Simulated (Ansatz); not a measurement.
Au:

```xyz
2
Lattice="2.9000 0.0000 0.0000 -1.4500 2.5115 0.0000 0.0000 0.0000 4.8800" Properties=species:S:1:pos:R:3 pbc="T T T"
Au    1.4500    0.8372    1.2200
Au    0.0000    1.6743    3.6600
```

This isn't the form of Au at room conditions, which is fcc.

| Item | Value |
| --- | --- |
| Program | Ansatz 0.2.0 |
| Task | single point |
| Functional | PBE |
| Potentials or basis | all-electron LAPW, scalar-relativistic |
| Cutoff | 245 eV (chosen from the basis error) |
| Basis error allowed | 0.001 eV/atom |
| k mesh | 11 × 11 × 6 |
| Occupations | fermi-dirac, width 0.05 eV |
| Spin | no spin polarisation |

On this cell: pressure 1.9 GPa; largest force under 0.003 eV/Å; band gap on the k mesh none (metal or under the smearing width).

The same run follows on a disturbed copy (atoms moved at random, drawn with an rms of 0.05 Å):

```
CELL_PARAMETERS angstrom
2.90000 0.00000 0.00000
-1.45000 2.51147 0.00000
0.00000 0.00000 4.88000
ATOMIC_POSITIONS crystal
Au 0.68819 0.35203 0.25122
Au 0.32218 0.66326 0.75447
```

Task: What changes?

Result: The energy (extrapolated to zero smearing) moves by +0.9 meV/atom; pressure 1.9 GPa; largest force 0.103 eV/Å; band gap on the k mesh none (metal or under the smearing width).

Forces on the atoms (eV/Å):
```
Au  -0.030 -0.018  0.097
Au   0.030  0.018 -0.097
```

Stress tensor (GPa, compression positive):
```
 2.27  0.20 -0.08
 0.20  1.97 -0.05
-0.08 -0.05  1.48
```
